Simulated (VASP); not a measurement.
A run of VASP 6.6.1 is set up as follows.

The input INCAR:

```
SYSTEM = GaCo
PREC = Accurate
ENCUT = 520
EDIFF = 1E-6
ISMEAR = -1
SIGMA = 0.15
LREAL = .FALSE.
LASPH = .TRUE.
NELM = 150
ALGO = Fast
ISIF = 2
LWAVE = .FALSE.
LCHARG = .FALSE.
ISPIN = 2
MAGMOM = 0 -0.15
LORBIT = 11
LMAXMIX = 4
LDAU = .TRUE.
LDAUTYPE = 2
LDAUL = -1 2
LDAUU = 0 4
LDAUJ = 0 0
LDAUPRINT = 1
NBANDS = 22
```

File KPOINTS:

```
Automatic mesh
0
G
  9 9 9
  0 0 0
```

File POSCAR:

```
GaCo
1.0
    2.8780000000      0.0000000000      0.0000000000
    0.0000000000      2.8780000000      0.0000000000
    0.0000000000      0.0000000000      2.8780000000
Ga Co
1 1
Direct
    0.5000000000      0.5000000000      0.5000000000
    0.0000000000      0.0000000000      0.0000000000
```

Potentials or basis: VASP PAW LDA potentials, release 64 (Ga_d, Co).

Run with:

```sh
$ cat potpaw_LDA.64/Ga_d/POTCAR potpaw_LDA.64/Co/POTCAR > POTCAR
$ mpirun -np 1 vasp_std > vasp.out
```

Predict the pressure.

-13.2 GPa.

Estimate the site moments.

Ga +0.07; Co -0.89 μB.

Predict the net moment.

-0.76 μB per cell.

Estimate the band gap on the k mesh.

none (metal or under the smearing width).

Eigenvalues of the final occupation matrices:
```tsv
site	spin	trace	eigenvalues
site 2 d	1	3.39	0.46 0.46 0.82 0.82 0.82
site 2 d	2	4.30	0.85 0.85 0.85 0.88 0.88
```

Caveat: the U is typed as a test and isn't derived for this compound. The state reached can hang on the start; a lower one may exist.
